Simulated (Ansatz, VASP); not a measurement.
# One calculation of As, two programs

```
As
1.0
     2.95798    0.00000    0.00000
    -1.47899    2.56169    0.00000
     0.00000    0.00000    4.83038
As
2
Direct
  0.33333 0.66667 0.25000
  0.66667 0.33333 0.75000
```

The cell was built by a generator and needn't be a form met in nature.

Alike in both runs: task relaxation of cell and atoms; functional BLYP; k mesh 12 × 12 × 7; occupations fermi-dirac, width 0.1 eV; no spin polarisation.

```csv
,VASP,Ansatz
version,VASP 6.6.1,Ansatz 0.2.0
potentials or method,"VASP PAW PBE potentials, release 64 (As)","plane waves (420 eV) with PAW, scalar-relativistic"
plane-wave cutoff (eV),600,420
valence electrons in the cell,10,30
```

VASP gave:

| Property | Result |
| --- | --- |
| relaxed volume (Å³/atom) | 21.53 |
| relaxed cell length with the largest relative difference (Å) | 3.021 |
| energy change over the relaxation (meV/atom) | -132 |

Task: What did Ansatz give for the same quantities?

Result: Relaxed volume (Å³/atom): 21.46; relaxed cell length with the largest relative difference (Å): 3.017; energy change over the relaxation (meV/atom): -127.

The two sets of potentials don't hold the same shells in valence.

Caveats: the volume moved by over 15 % at a fixed basis, so the end points are rough; the PAW data sets were made with another functional, which shifts forces and pressure a little (VASP).
